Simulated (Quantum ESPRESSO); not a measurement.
The system is MgS (Niningerite).

```
S Mg
1.0
     0.00000    2.60165    2.60165
     2.60165    0.00000    2.60165
     2.60165    2.60165    0.00000
S Mg
1 1
Direct
  0.49877 0.50109 0.50438
  0.99664 0.00185 0.00271
```

The cell isn't the ideal one: atoms moved at random, drawn with an rms of 0.02 Å.

```yaml
Program: Quantum ESPRESSO 7.5
Task: Berry-phase polarisation
Functional: WC
Potentials_or_basis: SSSP 1.3 efficiency PBE
Cutoff: 748 eV
Density_cutoff: 5987 eV
k_mesh: 5 × 5 × 5
Occupations: fermi-dirac, width 0.05 eV
Spin: no spin polarisation
Mixing_beta: 0.5
Most_SCF_iterations: 120
SCF_threshold: 4e-10 Ry
k_points_per_string: 10 × 10 × 10
```

The first run showed a gap, so the response started from a second, tighter run with fixed occupations.

What formal polarisation does the Berry-phase calculation give along the three lattice vectors?

1.666, -1.671, -1.680 C/m², each defined up to a quantum of 3.348, 3.348, 3.348 C/m², that is 0.498, -0.499, -0.502 of the quanta. A formal value alone isn't measurable: only its change along an insulating path is.

Berry phases in units of 2π:
```csv
direction,ionic,electronic,their sum is defined modulo
a1,0.986,0.009,2
a2,-0.990,-0.009,2
a3,-0.968,-0.036,2
```

Caveat: an odd mesh through Γ misses points on the zone boundary, where band edges often lie.
